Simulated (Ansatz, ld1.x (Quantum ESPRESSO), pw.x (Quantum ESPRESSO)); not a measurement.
# pw.x on fcc Cs: one setting changed

Potential: PAW, ld1.x (Quantum ESPRESSO) 7.5, PBE; core [Kr] 4d10, reference 5s2 5p6 5d0 6s0.75 6p0.25; waves: 5s (bound): rcut 2.35, rcutus 2.95 bohr; 6s (bound): rcut 2.35, rcutus 2.95 bohr; 5p (bound): rcut 3.60, rcutus 4.20 bohr; 6p (bound): rcut 3.60, rcutus 4.20 bohr; 5d (bound, empty): rcut 3.10, rcutus 4.25 bohr; 5d channel at 0.85 Ry: rcut 3.10, rcutus 4.25 bohr; local part: all-electron potential smoothed inside 3.85 bohr (lloc = -2); core correction: Bessel-smoothed model core inside 2.40 bohr; augmentation: GAUSS, radius 2.00 bohr.

The reference run (k-mesh 8³, cutoffs 40/320 Ry, Fermi–Dirac 0.01 Ry, mixing_beta 0.4, conv_thr 1e-9, no spin) gives -0.01 GPa at 117.544 Å³/atom, where all-electron LAPW gives -0.00 GPa. This run, with its own iteration cap, changes ecutrho/ecutwfc to 1, a wrong or extreme entry chosen on purpose.

```
&control
  calculation='scf', prefix='x', pseudo_dir='./', outdir='./tmp', tstress=.true., disk_io='none'
/
&system
  ibrav=0, nat=1, ntyp=1, ecutwfc=40, ecutrho=40, nbnd=12,
  occupations='smearing', smearing='fd', degauss=0.01
/
&electrons
  conv_thr=1e-09, mixing_beta=0.4, electron_maxstep=70
/
ATOMIC_SPECIES
Cs 1.0 Cs.UPF
CELL_PARAMETERS angstrom
  0.00000000 3.88797524 3.88797524
  3.88797524 0.00000000 3.88797524
  3.88797524 3.88797524 0.00000000
ATOMIC_POSITIONS crystal
Cs 0.0000 0.0000 0.0000
K_POINTS automatic
8 8 8 0 0 0
```

```bash
pw.x < Cs.scf.in > Cs.scf.out
```

Question: How does the run end?

Answer: It stops with "set_cutoff: ecutrho <= ecutwfc?!?".

```
Error in routine set_cutoff (1):
     ecutrho <= ecutwfc?!?
```

The run took about 0.1 s on one core of a shared host (Neoverse-V2, 96 threads, 742 GiB, load 43).
